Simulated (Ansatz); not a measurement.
# C: the cost of one run

Computed with Ansatz 0.2.0 (DFT r2SCAN, scalar-relativistic, plane waves, PAW, unless a step's input says otherwise).

A COD entry behind a cell of this session may itself be a prediction, so a difference from it is no test against experiment.

1 further run of the same task is left out (set aside as unsound or not needed). Runs told in other sessions of the task aren't counted.

## Step 1: The structure to begin with

The structure is hexagonal, space group P6_3/mmc (No. 194). Conventional cell: a = 2.503 Å, b = 2.503 Å, c = 4.169 Å, α = 90.00°, β = 90.00°, γ = 120.00°. C (site symmetry 3m) has 4 C at 1.54 to 1.56 Å in its first shell of neighbours.

Coordinates:

```
C
1.0
     2.50319    0.00000    0.00000
    -1.25160    2.16783    0.00000
     0.00000    0.00000    4.16888
C
4
Direct
  0.33333 0.66667 0.06273
  0.66667 0.33333 0.56273
  0.33333 0.66667 0.43727
  0.66667 0.33333 0.93727
```

It is the result of an earlier relaxation at this level (volume 5.66 Å³/atom; gap on the mesh: 3.60 eV).

## Step 2: Zero of energy

Reference values: F = -1006.1127 eV; pressure 0.00 GPa; largest force 0.000 eV/Å; gap on the mesh 3.60 eV. It was computed beforehand with the settings of the runs below.

## Step 3: Next: random displacements

All atoms are moved at random with no net shift, in some cells together with a random strain.

## Step 4: At rms move = 0.041 Å

The input, input.yaml:

```yaml
crystal:
  lattice:
    - [2.5646995429, 0.1105452997, 0.1121793975]
    - [-1.1866147336, 2.158442693, 0.0011254688]
    - [0.1868265135, 0.1100286916, 4.2952584058]
  atoms:
    - { symbol: C, position: [0.3191325821, 0.6570778349, 0.0656679237] }
    - { symbol: C, position: [0.6732932813, 0.3558518187, 0.5590837614] }
    - { symbol: C, position: [0.3454603494, 0.6734339443, 0.4380473665] }
    - { symbol: C, position: [0.6621137872, 0.3136364021, 0.9372009484] }
basis:
  ecutwfc: 500
kpoints:
  mp_grid: { grid: [12, 12, 6] }
hamiltonian:
  xc: r2scan
scf:
  occupations: { method: gaussian, width: 0.05 }
output:
  forces: true
  stress: true
  eigenvalues: true
```

Run with:

```sh
ansatz run input.yaml --threads 2 --pin off --max-ram 5120MiB --backend cpu --events-out ev --progress --plain --runs-dir out
```

What time and memory should one allow on 2 threads of Arm Neoverse V1, shared host?

About 16 s, with a peak of 0.5 GiB.
